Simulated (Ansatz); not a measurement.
Results of revPBE in Ansatz (PAW) for rutile RuO₂.

Run with plane-wave cutoff 520 eV, 12×12×18 k mesh (along the axes of the cell as run), Fermi–Dirac smearing 0.05 eV, no spin polarisation, scalar-relativistic PAW data made under PBE.

Results at a series of volumes:

```
V (Å³/atom)  E − E_lowest (meV/atom)
-----------  -----------------------
10.370                         13.84
10.586                          3.33
10.802                          0.00
11.018                          3.08
11.234                         11.85
```

Q: What bulk modulus B0 and pressure derivative B′ does a third-order Birch–Murnaghan fit give?

A: V0 = 10.802 Å³/atom, B0 = 237 GPa, B′ = 4.8 (fit to the energies at full precision).

Shape and atoms are relaxed at each volume.

Measured, for comparison: bulk modulus 270 GPa (room temperature, not corrected to a static lattice; as tabulated in LI and ZENG (2008), arXiv:0807.3251). Computed (rounded) less measured: bulk modulus -12 %.

Note: the bulk modulus comes from volumes at which shape and atoms were relaxed.

Computed values are for the static lattice.

Ansatz is a first-principles code.
